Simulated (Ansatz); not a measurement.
Molecular dynamics on a 1×1×1 supercell (3 atoms) of WS2 (3R-MoS2 type), relaxed with r2SCAN+rVV10. Forces come from r2SCAN in the plane-wave code Ansatz: a Langevin thermostat at fixed volume, 450 K, steps of 2 fs. Classical nuclei, no spin polarisation; a few dozen steps show the first response, not equilibrium.

```yaml
crystal:
  lattice:
    - [1.5858866948, 0.9156121101, 6.2374697496]
    - [-1.5858866948, 0.9156121101, 6.2374697496]
    - [0.0, -1.8312242203, 6.2374697496]
  atoms:
    - { symbol: W, position: [-1.15685e-05, -1.15685e-05, -1.15685e-05] }
    - { symbol: S, position: [0.4167981689, 0.4167981689, 0.4167981689] }
    - { symbol: S, position: [0.2498800663, 0.2498800663, 0.2498800663] }
kpoints:
  mp_grid: { grid: [6, 6, 6] }
hamiltonian:
  xc: r2scan
scf:
  occupations: { method: fermi_dirac, width: 0.039 }
md:
  ensemble: nvt_langevin
  temperature: 450
  timestep: 2.0
  n_steps: 40
  initial_velocities: maxwell_boltzmann
  seed: 2138
```

Run as `ansatz run input.yaml --threads 4 --pin off --max-ram 3686MiB --backend cpu --events-out ev --progress --plain --runs-dir out`. Wall time 4.7 min on 4 threads of Arm Neoverse N1, on a shared host; peak host memory 0.64 GiB.

```
step  t (fs)  T (K)  free energy F from step 0 (meV/atom)  kinetic energy (meV/atom)  largest force (eV/Å)
   0       0    300                                   0.0                       38.8                  0.05
   1       2    254                                   0.8                       32.8                  0.27
   2       4    211                                   2.7                       27.2                  0.49
   3       6    224                                   5.7                       29.0                  0.70
   4       8    272                                   9.9                       35.2                  0.93
   5      10    204                                  14.7                       26.4                  1.13
   6      12    241                                  19.7                       31.2                  1.27
   7      14    165                                  24.7                       21.3                  1.38
   8      16    162                                  28.9                       21.0                  1.47
   9      18    134                                  32.8                       17.3                  1.54
  10      20    101                                  36.1                       13.1                  1.59
  11      22     84                                  38.8                       10.9                  1.63
  12      24     69                                  41.0                        9.0                  1.66
  13      26    118                                  41.9                       15.3                  1.65
  14      28    110                                  41.6                       14.2                  1.62
  15      30    120                                  40.9                       15.5                  1.58
  16      32    193                                  39.8                       25.0                  1.52
  17      34    223                                  38.3                       28.9                  1.46
  18      36    240                                  36.3                       31.0                  1.39
  19      38    248                                  34.3                       32.0                  1.33
  20      40    254                                  32.6                       32.8                  1.30
  21      42    341                                  30.3                       44.0                  1.29
  22      44    360                                  28.3                       46.5                  1.31
  23      46    320                                  27.6                       41.3                  1.38
  24      48    355                                  28.3                       45.9                  1.51
  25      50    282                                  30.3                       36.4                  1.66
  26      52    232                                  32.7                       30.0                  1.81
  27      54    242                                  35.3                       31.3                  1.95
  28      56    271                                  37.6                       35.0                  2.07
  29      58    250                                  39.7                       32.4                  2.17
  30      60    256                                  41.3                       33.1                  2.28
  31      62    319                                  41.8                       41.3                  2.34
  32      64    399                                  39.8                       51.6                  2.30
  33      66    431                                  35.8                       55.7                  2.20
  34      68    500                                  30.7                       64.6                  2.07
  35      70    513                                  25.1                       66.3                  1.90
  36      72    499                                  20.4                       64.5                  1.70
  37      74    621                                  17.4                       80.2                  1.50
  38      76    592                                  17.1                       76.5                  1.33
  39      78    551                                  19.3                       71.3                  1.18
  40      80    551                                  24.2                       71.2                  1.10
```

The temperature starts at 300 K, is lowest at step 12 (69 K, 24 fs) and ends at 551 K. The atoms start on their lattice sites with kinetic energy alone, so much of it first passes into potential energy. The first value is 2/3 of the setting, since velocities are drawn without the motion of the centre of mass and T is counted over all atoms. By the last step the atoms have moved 0.06 Å in the root mean square, the drift of the whole cell taken out, 0.07 Å at most.

Positions (Å) and forces (eV/Å) at step 40:
```
W    0.003   0.044   0.021    -1.024   0.160  -0.357
S   -0.070   0.103   7.834     0.828  -0.606  -0.257
S   -0.017   0.000   4.667     0.196   0.446   0.614
```
